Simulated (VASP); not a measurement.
Write the native input for VASP 6.6.1 that does the following.

* Task: band structure
* Functional: HSE06
* Potentials or basis: VASP PAW PBE potentials, release 64 (In_d, Sb)
* Cutoff: 520 eV
* k mesh: 4 × 4 × 4
* Occupations: gaussian, width 0.03 eV
* Spin: no spin polarisation
* Grid for exact exchange (PRECFOCK): Fast
* Screening parameter: 0.2 1/A
* Further INCAR settings: ALGO = Normal; EDIFF = 1e-06; NBANDS = 16

The system is InSb.

```xyz
2
Lattice="0.0000 3.2603 3.2603 3.2603 0.0000 3.2603 3.2603 3.2603 0.0000" Properties=species:S:1:pos:R:3 pbc="T T T"
In    0.0000    0.0000    0.0000
Sb    1.6302    1.6302    1.6302
```

The input as run:

POSCAR

```
InSb                                    
1.0
    0.0000000000      3.2603245817      3.2603245817
    3.2603245817      0.0000000000      3.2603245817
    3.2603245817      3.2603245817      0.0000000000
  In              Sb            
     1     1
Direct
     0.0000000000000000    0.0000000000000000    0.0000000000000000
     0.2500000000000000    0.2500000000000000    0.2500000000000000
```

INCAR.step1

```
SYSTEM = InSb
ALGO     = Normal         ! electronic algorithm
EDIFF    = 1E-5           ! SCF threshold, eV
ENCUT    = 520            ! plane-wave cutoff, eV
GGA      = PE             ! functional
ISIF     = 2              ! what is computed and relaxed
ISMEAR   = 0              ! smearing method
LASPH    = .TRUE.         ! aspherical terms in the spheres
LCHARG   = .FALSE.        ! write CHGCAR
LREAL    = .FALSE.        ! projectors in reciprocal space
LWAVE    = .TRUE.         ! write WAVECAR
NBANDS   = 16             ! bands
NELM     = 80             ! most SCF steps
PREC     = Accurate       ! precision mode
SIGMA    = 0.03           ! smearing width, eV
```

INCAR.step2

```
SYSTEM = InSb
ALGO     = Normal         ! electronic algorithm
EDIFF    = 1E-6           ! SCF threshold, eV
ENCUT    = 520            ! plane-wave cutoff, eV
GGA      = PE             ! functional
HFSCREEN = 0.2            ! screening, 1/A
ISIF     = 2              ! what is computed and relaxed
ISMEAR   = 0              ! smearing method
ISTART   = 1            
LASPH    = .TRUE.         ! aspherical terms in the spheres
LCHARG   = .FALSE.        ! write CHGCAR
LHFCALC  = .TRUE.         ! exact exchange
LREAL    = .FALSE.        ! projectors in reciprocal space
LWAVE    = .FALSE.        ! write WAVECAR
NBANDS   = 16             ! bands
NELM     = 80             ! most SCF steps
PREC     = Accurate       ! precision mode
PRECFOCK = Fast         
SIGMA    = 0.03           ! smearing width, eV
```

KPOINTS

```
k-points
0
G
  4 4 4
  0 0 0
```

KPOINTS_OPT

```
explicit points
9
Reciprocal
 0.0000000000  0.0000000000  0.0000000000 1
 0.3750000000  0.3750000000  0.7500000000 1
 0.5000000000  0.5000000000  0.5000000000 1
 0.6250000000  0.2500000000  0.6250000000 1
 0.5000000000  0.2500000000  0.7500000000 1
 0.5000000000  0.0000000000  0.5000000000 1
 0.4000000000  0.0000000000  0.4000000000 1
 0.4250000000  0.0000000000  0.4250000000 1
 0.4500000000  0.0000000000  0.4500000000 1
```

Potentials or basis: VASP PAW PBE potentials, release 64 (In_d, Sb).

Launch:

```sh
$ cat potpaw_PBE.64/In_d/POTCAR potpaw_PBE.64/Sb/POTCAR > POTCAR
$ cp INCAR.step1 INCAR
$ mpirun -np 1 vasp_std > vasp.out
$ cp INCAR.step2 INCAR
$ mpirun -np 1 vasp_std > vasp.out
```

It gave:

```json
{
 "Pressure": "0.2 GPa",
 "Band gap on the k mesh": "0.45 eV, direct",
 "Band gap along the path": "0.45 eV, direct"
}
```

Caveat: the PAW data sets were made with another functional, which shifts forces and pressure a little; spin-orbit coupling is left out, which moves the levels of the heavy elements.

Wall time 12 min on 1 thread of Intel(R) Xeon(R) Platinum 8488C (Sapphire Rapids), with other jobs on the host, peak memory 0.31 GiB.
